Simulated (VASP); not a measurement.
# Si12H6C in VASP: notebook

The runs below take Si12H6C through single point, with PBE.

Program: VASP 6.6.1. These are calculated values, not measurements. Logs are shortened: lines on timing, memory, paths and dates and some standing lists are left out, and cuts for length are marked.

### 1 The structure

The cell holds a slab with vacuum, 38 atoms: a = 7.681 Å, b = 7.681 Å, c = 22.809 Å, α = 90.00°, β = 90.00°, γ = 90.00°.

The cell was built by a generator and needn't be a form met in nature.

### 2 Single point, PBE

The input, INCAR:

```
PREC     = Accurate       # precision mode
ENCUT    = 520            # plane-wave cutoff, eV
EDIFF    = 1E-6           # SCF threshold, eV
ISMEAR   = 0              # smearing method
SIGMA    = 0.05           # smearing width, eV
LREAL    = Auto         
LASPH    = T              # aspherical terms in the spheres
NELM     = 100            # most SCF steps
ALGO     = Fast           # electronic algorithm
ISIF     = 2              # what is computed and relaxed
LWAVE    = F              # write WAVECAR
LCHARG   = T              # write CHGCAR
LDIPOL   = T            
IDIPOL   = 3            
DIPOL    = 0.5 0.5 0.516
GGA      = PE             # functional
LELF     = T              # ELF
LVHAR    = T            
LVACPOTAV= T            
NBANDS   = 83             # bands
```

The input, KPOINTS:

```
regular mesh
0
Gamma
  3 3 1
```

The input, POSCAR:

```
Si12H6C
1.0
    7.6805938572      0.0000000000      0.0000000000
    0.0000000000      7.6805938572      0.0000000000
    0.0000000000      0.0000000000     22.8087500000
Si H C
24 12 2
Direct
    0.1090477576      0.0000000000      0.6601039207
    0.1441275144      0.5000000000      0.6417996027
    0.4163074572      0.0000000000      0.6593350758
    0.4313373604      0.5000000000      0.6744851859
    0.0101621191      0.2460989829      0.6090110233
    0.0101621191      0.7539010171      0.6090110233
    0.4890694656      0.2600436679      0.6106642914
    0.4890694656      0.7399563321      0.6106642914
    0.2548674550      0.2490474286      0.5438887609
    0.2548674550      0.7509525714      0.5438887609
    0.7480411887      0.2533703742      0.5535002378
    0.7480411887      0.7466296258      0.5535002378
    0.2476451920      0.0000000000      0.4847603609
    0.2515073821      0.5000000000      0.4856224275
    0.7480462603      0.0000000000      0.4926756540
    0.7523828724      0.5000000000      0.4907968414
   -0.0065868654      0.0000000000      0.4284739265
   -0.0015349733      0.5000000000      0.4281465596
    0.5028325936      0.0000000000      0.4284767493
    0.5045378771      0.5000000000      0.4282592518
    0.0000000000      0.2500000000      0.3691565737
    0.0000000000      0.7500000000      0.3691565737
    0.5000000000      0.2500000000      0.3691565737
    0.5000000000      0.7500000000      0.3691565737
   -0.1510299882      0.2500000000      0.3288211761
    0.1510299882      0.2500000000      0.3288211761
   -0.1510299882      0.7500000000      0.3288211761
    0.1510299882      0.7500000000      0.3288211761
    0.3489700118      0.2500000000      0.3288211761
    0.6510299882      0.2500000000      0.3288211761
    0.3489700118      0.7500000000      0.3288211761
    0.6510299882      0.7500000000      0.3288211761
    0.1053969860      0.1155166989      0.7653768984
    0.1053969860     -0.1155166989      0.7653768984
    0.4169527452      0.1157249312      0.7645639492
    0.4169527452     -0.1157249312      0.7645639492
    0.1595056721      0.0000000000      0.7436241193
    0.3625416492      0.0000000000      0.7430053759
```

Potentials or basis: VASP PAW PBE potentials, release 64 (Si, H, C).

Launch:

```sh
$ cat potpaw_PBE.64/Si/POTCAR potpaw_PBE.64/H/POTCAR potpaw_PBE.64/C/POTCAR > POTCAR
$ mpirun -np 1 vasp_std > vasp.out
```

OUTCAR:

```text
PREC = Accurate
   ENCUT = 520
   EDIFF = 1E-6
   ISMEAR = 0
   LREAL = Auto
   LASPH = T
   NELM = 100
   ISIF = 2
   GGA = PE

 ion  position               nearest neighbor table
   1  0.109  0.000  0.660-  37 1.94   6 2.35   5 2.35   3 2.36
   2  0.144  0.500  0.642-   5 2.33   6 2.33   4 2.33   9 3.07  10 3.07
   3  0.416  0.000  0.659-  38 1.95   8 2.35   7 2.35   1 2.36
   4  0.431  0.500  0.674-   2 2.33   7 2.39   8 2.39
   5  0.010  0.246  0.609-   2 2.33   1 2.35  11 2.38   9 2.40
   6  0.010  0.754  0.609-   2 2.33   1 2.35  12 2.38  10 2.40
   7  0.489  0.260  0.611-   3 2.35   9 2.36  11 2.38   4 2.39
   8  0.489  0.740  0.611-   3 2.35  10 2.36  12 2.38   4 2.39
   9  0.255  0.249  0.544-  13 2.34  14 2.34   7 2.36   5 2.40   2 3.07
  10  0.255  0.751  0.544-  13 2.34  14 2.34   8 2.36   6 2.40   2 3.07
  11  0.748  0.253  0.554-  16 2.37   7 2.38   5 2.38  15 2.39
  12  0.748  0.747  0.554-  16 2.37   8 2.38   6 2.38  15 2.39
  13  0.248  0.000  0.485-  17 2.34  10 2.34   9 2.34  19 2.34
  14  0.252  0.500  0.486-   9 2.34  10 2.34  20 2.34  18 2.34
  15  0.748  0.000  0.493-  19 2.39  17 2.39  11 2.39  12 2.39
  16  0.752  0.500  0.491-  18 2.37  12 2.37  11 2.37  20 2.38
  17  0.993  0.000  0.428-  13 2.34  21 2.35  22 2.35  15 2.39
  18  0.998  0.500  0.428-  14 2.34  21 2.34  22 2.34  16 2.37
  19  0.503  0.000  0.428-  13 2.34  23 2.35  24 2.35  15 2.39
  20  0.505  0.500  0.428-  14 2.34  23 2.35  24 2.35  16 2.38
  21  0.000  0.250  0.369-  25 1.48  26 1.48  18 2.34  17 2.35
  22  0.000  0.750  0.369-  27 1.48  28 1.48  18 2.34  17 2.35
  23  0.500  0.250  0.369-  29 1.48  30 1.48  20 2.35  19 2.35
  24  0.500  0.750  0.369-  31 1.48  32 1.48  20 2.35  19 2.35
  25  0.849  0.250  0.329-  21 1.48
  26  0.151  0.250  0.329-  21 1.48
  27  0.849  0.750  0.329-  22 1.48
  28  0.151  0.750  0.329-  22 1.48
  29  0.349  0.250  0.329-  23 1.48
  30  0.651  0.250  0.329-  23 1.48
  31  0.349  0.750  0.329-  24 1.48
  32  0.651  0.750  0.329-  24 1.48
  33  0.105  0.116  0.765-  37 1.10
  34  0.105  0.884  0.765-  37 1.10
  35  0.417  0.116  0.765-  38 1.10
  36  0.417  0.884  0.765-  38 1.10
  37  0.160  0.000  0.744-  33 1.10  34 1.10  38 1.56   1 1.94
  38  0.363  0.000  0.743-  35 1.10  36 1.10  37 1.56   3 1.95

  LATTYP: Found a simple tetragonal cell.
 ALAT       =     7.6805938572
 C/A-ratio  =     2.9696596935

  Lattice vectors:

 A1 = (   7.6805938572,   0.0000000000,   0.0000000000)
 A2 = (   0.0000000000,   7.6805938572,   0.0000000000)
 A3 = (   0.0000000000,   0.0000000000,  22.8087500000)

[... 188 lines left out ...]
   NELECT =     116.0000    total number of electrons
   NUPDOWN=      -1.0000    fix difference up-down
   EMIN   =  10.00;   EMAX   =-10.00  energy-range for DOS
   EFERMI =   0.00;   METHOD = LEGACY
   ISMEAR =     0;   SIGMA  =   0.05  broadening in eV -4-tet -1-fermi 0-gaus
   EFERMI_NEDOS =   21; number of points for ismear=-14 and -15
   IALGO  =     68    algorithm
   IMIX   =      4    mixing-type and parameters
     AMIX     =   0.40;   BMIX     =  1.00
     AMIX_MAG =   1.60;   BMIX_MAG =  1.00
  volume/ion in A,a.u.               =      35.41       238.95
  Fermi-wavevector in a.u.,A,eV,Ry     =   0.723209  1.366667  7.116272  0.523031
  Thomas-Fermi vector in A             =   1.813367
   LORBIT       =      0    0 simple, 1 ext, 2 COOP (PROOUT), +10 PAW based schemes
   GGA     = PE    functional components
   LHFCALC =     F    Hartree Fock is set to
   AEXX    =    0.0000 exact exchange contribution
   IVDW    =     0    specifies the selected vdW correction
   LEPSILON=     F    determine dielectric tensor
   LRPA    =     F    only Hartree local field effects (RPA)
 non-spin polarized calculation
 RMM-DIIS sequential band-by-band and
 Gauss-broadening in eV      SIGMA  =   0.05
  energy-cutoff  :      520.00
  volume of cell :     1345.52
 maximum number of plane-waves:     36234
 NGX is ok and might be reduce to    60
   NGX = 29   NGY = 29   NGZ = 85

 dipolmoment           0.000000      0.000000      0.000021 electrons x Angstroem

 number of electron     116.0000002 magnetization

 dipolmoment           0.000000      0.000000     -0.120767 electrons x Angstroem

 Free energy of the ion-electron system (eV)
  ---------------------------------------------------
  ext. energy  EPLUGINS =         0.00000000
  ---------------------------------------------------
  free energy    TOTEN  =      -184.56241488 eV

  energy without entropy =     -184.56241488  energy(sigma->0) =     -184.56241488

 E-fermi :  -0.6671     XC(G=0):  -4.4697

 val. band max:       -0.9460519732   @ k =   0.3333   0.3333   0.0000
 cond. band min:      -0.1685766972   @ k =   0.0000   0.0000   0.0000
 fundamental gap:      0.7774752760
 Fermi energy:        -0.6671442418

 k-point     1 :       0.0000    0.0000    0.0000
  band No.  band energies     occupation
      1     -15.0748      2.00000
      2     -12.2028      2.00000
      3     -11.3751      2.00000
      4     -11.3561      2.00000
      5     -10.3363      2.00000
      6     -10.3186      2.00000
[... 281 lines left out ...]
     69       2.3713      0.00000
     70       2.4798      0.00000
 [bands above 70 left out]

------------------------ aborting loop because EDIFF is reached ----------------------------------------

  FORCE on cell =-STRESS in cart. coord.  units (eV):
  Direction    XX          YY          ZZ          XY          YZ          ZX
  --------------------------------------------------------------------------------------
  -------------------------------------------------------------------------------------
  Total       13.7431847      5.4814222     -0.2644618      0.0000000      0.0000000     -0.0077402
  in kB       16.3646559      6.5269871     -0.3149071      0.0000000      0.0000000     -0.0092166
  external PRESSURE =       7.5255787 kB  Pullay stress =       0.0000000 kB

 VOLUME and BASIS-vectors are now :
 -----------------------------------------------------------------------------
  energy-cutoff  :      520.00
  volume of cell :     1345.52
      direct lattice vectors                 reciprocal lattice vectors
     7.680593857  0.000000000  0.000000000     0.130198266  0.000000000  0.000000000
     0.000000000  7.680593857  0.000000000     0.000000000  0.130198266  0.000000000
     0.000000000  0.000000000 22.808750000     0.000000000  0.000000000  0.043842823

 POSITION                                       TOTAL-FORCE (eV/Angst)
 -----------------------------------------------------------------------------------
      0.83755      0.00000     15.05615        -0.005661      0.000000     -0.012146
      1.10698      3.84030     14.63865        -0.005940      0.000000     -0.002543
      3.19749      0.00000     15.03861        -0.000726      0.000000     -0.014052
      3.31293      3.84030     15.38416         0.001531      0.000000     -0.006035
      0.07805      1.89019     13.89078         0.004064     -0.001040     -0.002133
      0.07805      5.79041     13.89078         0.004064      0.001040     -0.002133
[... 30 lines left out ...]
      1.22510      0.00000     16.96114        -0.015173      0.000000     -0.005366
      2.78454      0.00000     16.94702         0.014822      0.000000     -0.008839
 -----------------------------------------------------------------------------------
    total drift:                                0.009550     -0.000000      0.018421

  FREE ENERGIE OF THE ION-ELECTRON SYSTEM (eV)
  ---------------------------------------------------
  free  energy   TOTEN  =      -184.5624148799 eV

  energy  without entropy=     -184.5624148799  energy(sigma->0) =     -184.56241488

 vacuum level on the upper side and lower side of the slab         3.714         4.084
```

It took 15 min on 1 thread of Intel Xeon 6975P-C (Granite Rapids), shared host; peak memory 1.4 GiB.

Results:

```
Free energy                            : -184.5624 eV
Largest force                          : 0.243 eV/Å
Band gap on the k mesh                 : 0.78 eV, indirect (least direct gap 0.85 eV)
Ionisation potential of the upper face : 4.66 eV
```

Forces on the atoms (eV/Å):
```
Si  -0.006  0.000 -0.012
Si  -0.006  0.000 -0.003
Si  -0.001  0.000 -0.014
Si   0.002  0.000 -0.006
Si   0.004 -0.001 -0.002
Si   0.004  0.001 -0.002
Si   0.000 -0.004 -0.002
Si   0.000  0.004 -0.002
Si   0.001  0.001  0.000
Si   0.001 -0.001  0.000
Si   0.001  0.003  0.000
Si   0.001 -0.003  0.000
Si   0.001  0.000  0.004
Si  -0.001  0.000 -0.001
Si   0.002  0.000 -0.001
Si  -0.001  0.000  0.000
Si  -0.002  0.000 -0.003
Si   0.001  0.000  0.005
Si   0.000  0.000  0.001
Si   0.001  0.000 -0.002
Si  -0.242 -0.013  0.011
Si  -0.242  0.013  0.011
Si   0.239 -0.006  0.019
Si   0.239  0.006  0.019
H    0.125  0.024 -0.043
H   -0.101 -0.034  0.033
H    0.125 -0.024 -0.043
H   -0.101  0.034  0.033
H    0.102 -0.001  0.031
H   -0.124 -0.010 -0.043
H    0.102  0.001  0.031
H   -0.124  0.010 -0.043
H   -0.009  0.017  0.010
H   -0.009 -0.017  0.010
H    0.009  0.018  0.010
H    0.009 -0.018  0.010
C   -0.015  0.000 -0.005
C    0.015  0.000 -0.009
```

Levels at points of the mesh, in eV from the valence-band top:
| k point | band 55 | band 56 | band 57 | band 58 | band 59 | band 60 | band 61 | band 62 |
| --- | --- | --- | --- | --- | --- | --- | --- | --- |
| (0.00, 0.00, 0.00) | -0.36 | -0.33 | -0.28 | -0.11 | 0.78 | 1.36 | 1.37 | 1.59 |

### 3 Single point, PBE

The input, INCAR:

```
SYSTEM = Si12H6C
PREC = Accurate ; ENCUT = 520
EDIFF = 1E-6 ; ISMEAR = 0
SIGMA = 0.05 ; LREAL = Auto
LASPH = .True. ; NELM = 100
ALGO = Fast ; ISIF = 2
LWAVE = .False. ; LCHARG = .False.
LDIPOL = .True. ; IDIPOL = 3
DIPOL = 0.5 0.5 0.513 ; GGA = PE
NBANDS = 83
```

The input, KPOINTS:

```
regular mesh
0
Gamma
  3 3 1
  0 0 0
```

The input, POSCAR:

```
Si12H6C
1.0
    7.6805938572      0.0000000000      0.0000000000
    0.0000000000      7.6805938572      0.0000000000
    0.0000000000      0.0000000000     22.8087500000
Si H C
24 12 2
Direct
    0.0989506820      0.0000000000      0.6711788239
    0.0989506820      0.5000000000      0.6404888475
    0.4010493180      0.0000000000      0.6404888475
    0.4010493180      0.5000000000      0.6711788239
    0.0000000000      0.2500000000      0.6072669480
    0.0000000000      0.7500000000      0.6072669480
    0.5000000000      0.2500000000      0.6072669480
    0.5000000000      0.7500000000      0.6072669480
    0.2500000000      0.2500000000      0.5477393544
    0.2500000000      0.7500000000      0.5477393544
    0.7500000000      0.2500000000      0.5477393544
    0.7500000000      0.7500000000      0.5477393544
    0.2500000000      0.0000000000      0.4882117608
    0.2500000000      0.5000000000      0.4882117608
    0.7500000000      0.0000000000      0.4882117608
    0.7500000000      0.5000000000      0.4882117608
    0.0000000000      0.0000000000      0.4286841673
    0.0000000000      0.5000000000      0.4286841673
    0.5000000000      0.0000000000      0.4286841673
    0.5000000000      0.5000000000      0.4286841673
    0.0000000000      0.2500000000      0.3691565737
    0.0000000000      0.7500000000      0.3691565737
    0.5000000000      0.2500000000      0.3691565737
    0.5000000000      0.7500000000      0.3691565737
   -0.1510299882      0.2500000000      0.3288211761
    0.1510299882      0.2500000000      0.3288211761
   -0.1510299882      0.7500000000      0.3288211761
    0.1510299882      0.7500000000      0.3288211761
    0.3489700118      0.2500000000      0.3288211761
    0.6510299882      0.2500000000      0.3288211761
    0.3489700118      0.7500000000      0.3288211761
    0.6510299882      0.7500000000      0.3288211761
    0.2643411390      0.1197824045      0.7654408944
    0.2643411390     -0.1197824045      0.7654408944
    0.5703070635      0.1197824045      0.7303666356
    0.5703070635     -0.1197824045      0.7303666356
    0.3333462199      0.0000000000      0.7544801885
    0.4947920694      0.0000000000      0.7325587768
```

Potentials or basis: VASP PAW PBE potentials, release 64 (Si, H, C).

Launch:

```sh
$ cat potpaw_PBE.64/Si/POTCAR potpaw_PBE.64/H/POTCAR potpaw_PBE.64/C/POTCAR > POTCAR
$ mpirun -np 1 vasp_std > vasp.out
```

Wall time 14 min (1 thread of Intel Xeon 6975P-C (Granite Rapids), shared host); peak memory 1.3 GiB.

It converged, with:

- Free energy: -181.9069 eV
- Largest force: 2.925 eV/Å
- Band gap on the k mesh: 0.40 eV, indirect (least direct gap 0.65 eV)

Forces on the atoms (eV/Å):
```
Si  -0.501  0.000 -1.044
Si   1.539  0.000  0.515
Si  -0.722  0.000  1.581
Si   0.255  0.000 -0.421
Si  -0.098 -1.693  0.288
Si  -0.098  1.693  0.288
Si  -0.247  2.004 -0.200
Si  -0.247 -2.004 -0.200
Si   0.160  0.140 -0.551
Si   0.160 -0.140 -0.551
Si  -0.034  0.030  0.235
Si  -0.034 -0.030  0.235
Si  -0.308  0.000 -0.210
Si   0.078  0.000 -0.099
Si   0.006  0.000 -0.003
Si   0.008  0.000 -0.024
Si   0.113  0.000 -0.215
Si   0.085  0.000 -0.168
Si  -0.077  0.000 -0.165
Si  -0.089  0.000 -0.184
Si  -0.112 -0.021  0.062
Si  -0.112  0.021  0.062
Si   0.077  0.020  0.066
Si   0.077 -0.020  0.066
H    0.119  0.017 -0.022
H   -0.107  0.000  0.015
H    0.119 -0.017 -0.022
H   -0.107  0.000  0.015
H    0.108 -0.003  0.014
H   -0.111 -0.015 -0.011
H    0.108  0.003  0.014
H   -0.111  0.015 -0.011
H    0.133  0.033  0.239
H    0.133 -0.033  0.239
H    0.038  0.122  0.171
H    0.038 -0.122  0.171
C   -2.713  0.000  1.092
C    2.478  0.000 -1.264
```

Levels at points of the mesh, in eV from the valence-band top:
| k point | band 54 | band 55 | band 56 | band 57 | band 58 | band 59 | band 60 | band 61 | band 62 | band 63 |
| --- | --- | --- | --- | --- | --- | --- | --- | --- | --- | --- |
| (0.00, 0.00, 0.00) | -0.79 | -0.70 | -0.59 | -0.32 | -0.27 | 0.40 | 1.09 | 1.10 | 1.15 | 1.55 |

Expect the measured gap to be larger: semilocal functionals such as PBE lack the derivative discontinuity.

[end of part 1 of 2]
